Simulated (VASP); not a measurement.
# Sb (R-3m) in VASP: phonons with LDA

Aim: the phonons of Sb with LDA.

Program: VASP 6.6.1. These are calculated values, not measurements. Logs are shortened: lines on timing, memory, paths and dates and some standing lists are left out, and cuts for length are marked.

## (1) Starting point

The structure is trigonal, space group R-3m (No. 166). The conventional cell has a = 4.308 Å, b = 4.308 Å, c = 11.274 Å, α = 90.00°, β = 90.00°, γ = 120.00°. Around Sb (site symmetry 3m) lie 3 Sb at 2.91 Å.

## (2) Phonons, LDA

POSCAR

```
Sb
1.0
    2.1542000000      1.2437279500      3.7580000000
   -2.1542000000      1.2437279500      3.7580000000
    0.0000000000     -2.4874559000      3.7580000000
Sb
2
Direct
    0.2334900000      0.2334900000      0.2334900000
    0.7665100000      0.7665100000      0.7665100000
```

INCAR.step1

```
SYSTEM = Sb
PREC     = Accurate       ! precision mode
ENCUT    = 600            ! plane-wave cutoff, eV
EDIFF    = 1E-8           ! SCF threshold, eV
ISMEAR   = 0              ! smearing method
SIGMA    = 0.02           ! smearing width, eV
LREAL    = .FALSE.        ! projectors in reciprocal space
LASPH    = .TRUE.         ! aspherical terms in the spheres
NELM     = 100            ! most SCF steps
ALGO     = Normal         ! electronic algorithm
ISIF     = 3              ! what is computed and relaxed
LWAVE    = .FALSE.        ! write WAVECAR
LCHARG   = .FALSE.        ! write CHGCAR
IBRION   = 2              ! ionic algorithm
NSW      = 40             ! ionic steps
EDIFFG   = -0.002         ! ionic threshold
```

INCAR.step2

```
SYSTEM = Sb
PREC     = Accurate       ! precision mode
ENCUT    = 600            ! plane-wave cutoff, eV
EDIFF    = 1E-8           ! SCF threshold, eV
ISMEAR   = 0              ! smearing method
SIGMA    = 0.02           ! smearing width, eV
LREAL    = .FALSE.        ! projectors in reciprocal space
LASPH    = .TRUE.         ! aspherical terms in the spheres
NELM     = 100            ! most SCF steps
ALGO     = Normal         ! electronic algorithm
ISIF     = 2              ! what is computed and relaxed
LWAVE    = .FALSE.        ! write WAVECAR
LCHARG   = .FALSE.        ! write CHGCAR
IBRION   = 8              ! ionic algorithm
NSW      = 1              ! ionic steps
```

KPOINTS

```
regular mesh
0
G
  9 9 9
  0 0 0
```

Potentials or basis: VASP PAW LDA potentials, release 64 (Sb).

The run is started by

```console
$ cat potpaw_LDA.64/Sb/POTCAR > POTCAR
$ cp INCAR.step1 INCAR
$ mpirun -np 1 vasp_std > vasp.out
$ cp CONTCAR POSCAR
$ cp INCAR.step2 INCAR
$ mpirun -np 1 vasp_std > vasp.out
```

OUTCAR:

```text
SYSTEM = Sb
   PREC = Accurate
   ENCUT = 600
   EDIFF = 1E-8
   ISMEAR = 0
   LREAL = .FALSE.
   LASPH = .TRUE.
   NELM = 100
   ISIF = 2
   IBRION = 8
   NSW = 1

 ion  position               nearest neighbor table
   1  0.236  0.236  0.236-   2 2.91   2 2.91   2 2.91   2 3.28   2 3.28   2 3.28
   2  0.764  0.764  0.764-   1 2.91   1 2.91   1 2.91   1 3.28   1 3.28   1 3.28

  LATTYP: Found a trigonal (rhomboedric) cell.
 ALAT       =     4.4247669292
 COS(alpha) =     0.5272074657

  Lattice vectors:

 A1 = (   2.1513481963,   1.2420814604,   3.6616249073)
 A2 = (  -2.1513481963,   1.2420814604,   3.6616249073)
 A3 = (   0.0000000000,  -2.4841629207,   3.6616249073)

Analysis of symmetry for initial positions (statically):
=====================================================================
 Subroutine PRICEL returns:
 Original cell was already a primitive cell.

 Routine SETGRP: Setting up the symmetry group for a
 trigonal (rhombohedral) supercell.

 Subroutine GETGRP returns: Found 12 space group operations
 (whereof 12 operations were pure point group operations)
 out of a pool of 12 trial point group operations.

The static configuration has the point symmetry D_3d.

Analysis of symmetry for dynamics (positions and initial velocities):
=====================================================================
 Subroutine PRICEL returns:
 Original cell was already a primitive cell.

 Routine SETGRP: Setting up the symmetry group for a
 trigonal (rhombohedral) supercell.

 Subroutine GETGRP returns: Found 12 space group operations
 (whereof 12 operations were pure point group operations)
 out of a pool of 12 trial point group operations.

The dynamic configuration has the point symmetry D_3d.

 Subroutine INISYM returns: Found 12 space group operations
 (whereof 12 operations are pure point group operations),
 and found     1 'primitive' translations

----------------------------------------------------------------------------------------

                                     Primitive cell

  volume of cell :      58.7065

  direct lattice vectors                    reciprocal lattice vectors
     2.151348196  1.242081460  3.661624907     0.232412401  0.134183362  0.091034265
    -2.151348196  1.242081460  3.661624907    -0.232412401  0.134183362  0.091034265
     0.000000000 -2.484162921  3.661624907     0.000000000 -0.268366725  0.091034265

  length of vectors
     4.424766929  4.424766929  4.424766929     0.283386549  0.283386549  0.283386549

  position of ions in fractional coordinates (direct lattice)
     0.235918531  0.235918531  0.235918531
     0.764081469  0.764081469  0.764081469

  ion indices of the primitive-cell ions
   primitive index   ion index
                 1           1
                 2           2

----------------------------------------------------------------------------------------

 KPOINTS: regular mesh

Automatic generation of k-mesh.
 Grid dimensions read from file:
 generate k-points for:    9    9    9

 Generating k-lattice:

  Cartesian coordinates                     Fractional coordinates (reciprocal lattice)
     0.025823600  0.014909262  0.010114918     0.111111111 -0.000000000  0.000000000
    -0.025823600  0.014909262  0.010114918    -0.000000000  0.111111111  0.000000000
     0.000000000 -0.029818525  0.010114918     0.000000000  0.000000000  0.111111111

  Length of vectors
     0.031487394  0.031487394  0.031487394

  Shift w.r.t. Gamma in fractional coordinates (k-lattice)
     0.000000000  0.000000000  0.000000000

 Subroutine IBZKPT returns following result:
 ===========================================

 Found     85 irreducible k-points:

 Following reciprocal coordinates:
            Coordinates               Weight
  0.000000  0.000000  0.000000      1.000000
  0.111111  0.000000  0.000000      6.000000
  0.222222 -0.000000  0.000000      6.000000
  0.333333  0.000000  0.000000      6.000000
[... 64 lines left out ...]
   GGA     = CA    functional components
   LHFCALC =     F    Hartree Fock is set to
   AEXX    =    0.0000 exact exchange contribution
   IVDW    =     0    specifies the selected vdW correction
   LEPSILON=     F    determine dielectric tensor
   LRPA    =     F    only Hartree local field effects (RPA)
 non-spin polarized calculation
 Gauss-broadening in eV      SIGMA  =   0.02
  energy-cutoff  :      600.00
  volume of cell :       58.71
 maximum number of plane-waves:      1979
   NGX = 17   NGY = 17   NGZ = 17

--------------------------------------- Ionic step        1  -------------------------------------------

 number of electron      10.0000000 magnetization

 Free energy of the ion-electron system (eV)
  ---------------------------------------------------
  ext. energy  EPLUGINS =         0.00000000
  ---------------------------------------------------
  free energy    TOTEN  =        -9.63246708 eV

  energy without entropy =       -9.63238845  energy(sigma->0) =       -9.63242777

 E-fermi :   7.4383     XC(G=0):  -9.8456

 val. band max:        7.4190423669   @ k =   0.3333   0.1111   0.1111
 cond. band min:       7.4571644842   @ k =   0.4444  -0.0000   0.0000
 fundamental gap:      0.0381221173
 Fermi energy:         7.4383486283

 k-point     1 :       0.0000    0.0000    0.0000
  band No.  band energies     occupation
      1      -5.4124      2.00000
      2       2.7574      2.00000
      3       5.4787      2.00000
      4       5.6138      2.00000
      5       5.6138      2.00000
      6       9.7898      0.00000
      7      10.2852      0.00000
      8      10.2852      0.00000
      9      12.4013      0.00000
[... 265 lines left out ...]
 k-point    24 :       0.4444    0.4444    0.0000
  band No.  band energies     occupation
      1      -3.1107      2.00000
      2      -0.3888      2.00000
      3       2.0141      2.00000
      4       3.7033      2.00000
      5       3.7250      2.00000
      6       9.0762      0.00000
      7      12.4612      0.00000
      8      12.8687      0.00000
      9      14.1619      0.00000

 [... further k-points ...]

------------------------ aborting loop because EDIFF is reached ----------------------------------------

  FORCE on cell =-STRESS in cart. coord.  units (eV):
  Direction    XX          YY          ZZ          XY          YZ          ZX
  --------------------------------------------------------------------------------------
  -------------------------------------------------------------------------------------
  Total        0.0006882      0.0006882     -0.0028982      0.0000000      0.0000000      0.0000000
  in kB        0.0187813      0.0187813     -0.0790944      0.0000000      0.0000000      0.0000000
  external PRESSURE =      -0.0138440 kB  Pullay stress =       0.0000000 kB

 VOLUME and BASIS-vectors are now :
 -----------------------------------------------------------------------------
  energy-cutoff  :      600.00
  volume of cell :       58.71
      direct lattice vectors                 reciprocal lattice vectors
     2.151348196  1.242081460  3.661624907     0.232412401  0.134183362  0.091034265
    -2.151348196  1.242081460  3.661624907    -0.232412401  0.134183362  0.091034265
     0.000000000 -2.484162921  3.661624907     0.000000000 -0.268366725  0.091034265

 POSITION                                       TOTAL-FORCE (eV/Angst)
 -----------------------------------------------------------------------------------
      0.00000      0.00000      2.59154         0.000000      0.000000      0.001440
      0.00000      0.00000      8.39334         0.000000      0.000000     -0.001440
 -----------------------------------------------------------------------------------
    total drift:                                0.000000     -0.000000     -0.000000

  FREE ENERGIE OF THE ION-ELECTRON SYSTEM (eV)
  ---------------------------------------------------
  free  energy   TOTEN  =        -9.6324670815 eV

  energy  without entropy=       -9.6323884514  energy(sigma->0) =       -9.63242777

[... ionic steps 2 to 3 ...]

--------------------------------------- Ionic step        4  -------------------------------------------

------------------------ aborting loop because EDIFF is reached ----------------------------------------

[... ionic steps 5 to 5 ...]

--------------------------------------- Ionic step        6  -------------------------------------------

 Free energy of the ion-electron system (eV)
  ---------------------------------------------------
  ---------------------------------------------------
  free energy    TOTEN  =        -0.02567778 eV

  energy without entropy =       -0.02567640

------------------------ aborting loop because EDIFF is reached ----------------------------------------

 INTERNAL STRAIN TENSOR  FOR ION    1  DIRECTION 3   (eV/Angst):
 -----------------------------------------------------------------------------
    -3.93878 -0.00000  0.00000
    -0.00000 -3.93878 -0.00000
     0.00000  0.00000 -6.00689

 INTERNAL STRAIN TENSOR FOR ION    2 for displacements in x,y,z  (eV/Angst):
          X           Y           Z          XY          YZ          ZX
  --------------------------------------------------------------------------------
  x     0.00000     0.00000    -0.00000    -2.14444     0.00000     3.56990
  y    -2.14444     2.14444     0.00000    -0.00000     3.79106    -0.00000
  z     3.93878     3.93878     6.00689     0.00000     0.00000     0.00000

 SECOND DERIVATIVES (NOT SYMMETRIZED)
 ------------------------------------
               1X          1Y          1Z          2X          2Y          2Z
  1X    -1.661262    0.000000    0.000000    1.661262    0.000000    0.000000
  1Y     0.000000   -1.661262   -0.000000    0.000000    1.661262    0.000000
  1Z     0.000000    0.000000   -4.632472    0.000000    0.000000    4.632472
  2X     1.661262    0.000000    0.000000   -1.661262    0.000000    0.000000
  2Y     0.000000    1.661262    0.000000    0.000000   -1.661262   -0.000000
  2Z     0.000000    0.000000    4.632472    0.000000    0.000000   -4.632472

 Eigenvectors and eigenvalues of the dynamical matrix
 ----------------------------------------------------

   1 f  =    4.312585 THz    27.096769 2PiTHz  143.852340 cm-1    17.835409 meV
             X         Y         Z           dx          dy          dz
      0.000000  0.000000  2.591536    -0.000000    0.000000   -0.707107
      0.000000  0.000000  8.393339     0.000000   -0.000000    0.707107
[... 11 lines left out ...]
   4 f  =    0.000000 THz     0.000000 2PiTHz    0.000001 cm-1     0.000000 meV
             X         Y         Z           dx          dy          dz
      0.000000  0.000000  2.591536    -0.318238    0.590128    0.224663
      0.000000  0.000000  8.393339    -0.318238    0.590128    0.224663

   5 f/i=    0.000000 THz     0.000000 2PiTHz    0.000000 cm-1     0.000000 meV
             X         Y         Z           dx          dy          dz
      0.000000  0.000000  2.591536     0.626801    0.264765    0.192406
      0.000000  0.000000  8.393339     0.626801    0.264765    0.192406

   6 f/i=    0.000000 THz     0.000000 2PiTHz    0.000002 cm-1     0.000000 meV
             X         Y         Z           dx          dy          dz
      0.000000  0.000000  2.591536     0.076454    0.285742   -0.642267
      0.000000  0.000000  8.393339     0.076454    0.285742   -0.642267

--------------------------------------------------------------------------------------------------------

 ELASTIC MODULI CONTR FROM IONIC RELAXATION (kBar)
 Direction    XX          YY          ZZ          XY          YZ          ZX
 --------------------------------------------------------------------------------
 XX        -166.9440    -15.8517   -139.3874     -0.0000    133.5549      0.0000
 YY         -15.8517   -166.9440   -139.3874      0.0000   -133.5549     -0.0000
 ZZ        -139.3874   -139.3874   -212.5744      0.0000      0.0000     -0.0000
 XY          -0.0000      0.0000      0.0000    -75.5462      0.0000    125.7639
 YZ         133.5549   -133.5549      0.0000      0.0000   -236.1060     -0.0000
 ZX           0.0000     -0.0000     -0.0000    125.7639     -0.0000   -209.3629
 --------------------------------------------------------------------------------
```

Run time: 4.5 min. Hardware: 1 thread of Intel Xeon Platinum 8488C (Sapphire Rapids), shared host; peak memory 0.58 GiB.

What came out:

```
Relaxed volume                         : 29.35 Å³/atom
Relaxed cell                           : a = 4.425 Å, b = 4.425 Å, c = 4.425 Å, α = 58.18°, β = 58.18°, γ = 58.18°
Space group after relaxing (to 0.05 Å) : R-3m (No. 166)
Highest phonon frequency at Γ          : 144 cm⁻¹
```

Step by step:
```csv
step,energy change (eV),largest force (eV/Å),pressure (GPa),volume (Å³)
1,0.0000,0.0937,-0.86,60.41
2,-0.0040,0.1738,0.41,59.01
3,-0.0040,0.1646,0.26,59.17
4,-0.0072,0.0924,0.17,58.94
5,-0.0090,0.0004,0.08,58.62
6,-0.0090,0.0042,0.08,58.61
7,-0.0090,0.0093,-0.08,58.78
8,-0.0090,0.0076,-0.02,58.71
9,-0.0090,0.0003,-0.01,58.71
10,-0.0090,0.0014,0.00,58.71
```

Final structure:
```cif
data_structure
_symmetry_space_group_name_H-M 'P 1'
_symmetry_Int_Tables_number 1
_cell_length_a 4.4248
_cell_length_b 4.4248
_cell_length_c 4.4248
_cell_angle_alpha 58.183
_cell_angle_beta 58.183
_cell_angle_gamma 58.183
_cell_volume 58.71
loop_
_atom_site_label
_atom_site_type_symbol
_atom_site_fract_x
_atom_site_fract_y
_atom_site_fract_z
_atom_site_occupancy
Sb1 Sb 0.23592 0.23592 0.23592 1
Sb2 Sb 0.76408 0.76408 0.76408 1
```

Phonon frequencies in cm⁻¹ (negative: imaginary):
| q point | frequencies |
| --- | --- |
| (0.000, 0.000, 0.000) | 0 0 0 86 86 144 |
